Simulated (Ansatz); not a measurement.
## AlGa$_{3}$N$_{4}$ (P-43m), ideal shear of a crystal plane

Level of theory: Ansatz 0.2.0, DFT PBEsol, scalar-relativistic, plane waves, PAW. Cutoff 420 eV, Γ-centred 6×6×3 k-points, Gaussian smearing of 0.05 eV. No spin polarisation. Energies are free energies at this smearing, counted from the undisturbed cell; pressure is positive in compression.

Reference structure (relaxed at this level; it needn't be the usual structure):

```
Al Ga N
1.0
     0.00000   -4.46763    0.00000
     0.00000    0.00000   -4.46763
     8.93526    0.00000    0.00000
Al Ga N
2 6 8
Direct
  0.00000 0.00000 0.81375
  0.00000 0.00000 0.31375
  0.50000 0.00000 0.06375
  0.50000 0.00000 0.56375
  0.00000 0.50000 0.06375
  0.00000 0.50000 0.56375
  0.50000 0.50000 0.81375
  0.50000 0.50000 0.31375
  0.24497 0.75503 0.19127
  0.24497 0.75503 0.69127
  0.75503 0.24497 0.19127
  0.75503 0.24497 0.69127
  0.24497 0.24497 0.93623
  0.24497 0.24497 0.43623
  0.75503 0.75503 0.93623
  0.75503 0.75503 0.43623
```

The cut lies on the cell's a–b face, a (1 0 0) plane (indices in the standard cell, whose axes needn't be the Cartesian ones shown) of area 19.96 Å², between layers 1.14 Å apart. Vector c is tilted by f times 1·a + 1·b (length 6.318 Å) with the atoms' Cartesian places fixed: one unrelaxed fault a cell. The traction is dγ/du, the slope of γ against the slip u in Å. Some rows repeat others by symmetry and weren't run.

```csv
f,γ (mJ/m²),traction (GPa)
0.0000,0,0.0
0.0833,890,33.7
0.1667,3257,49.0
0.2500,4860,-0.1
0.3333,3254,-49.0
0.4167,886,-33.7
0.5000,-4,0.0
0.5833,886,33.7
0.6667,3254,49.0
0.7500,4860,0.1
0.8333,3257,-49.0
0.9167,890,-33.7
```

Task: Read off the first barrier and the stress needed to climb it, and compare with Frenkel's sinusoid.

Result: The first sampled maximum lies at f = 0.250, a slip of 1.58 Å, with γ ≈ 4860 mJ/m², which stands in for the unstable fault energy γ_us, and the steepest sampled slope before it is 49.0 GPa. A sinusoid γ = γ_us sin²(πu/λ) with its maximum there has λ = 3.16 Å and a largest slope πγ_us/λ = 48.3 GPa (1 mJ/m² per Å = 0.01 GPa).

Task: Is there a metastable fault on this line?

Result: The samples dip to a local minimum of -4 mJ/m² at f = 0.500. It lies at or under the start, so the start isn't the lowest stacking here: the two are rival polytypes.

The cut is rigid; relaxing the faces lowers these energies and usually the stresses.

The gap closes along the scan, which can put kinks into the curve.

Cost: 7 runs of about 5.8 core-minutes in all, on Arm Neoverse V1 (shared hosts).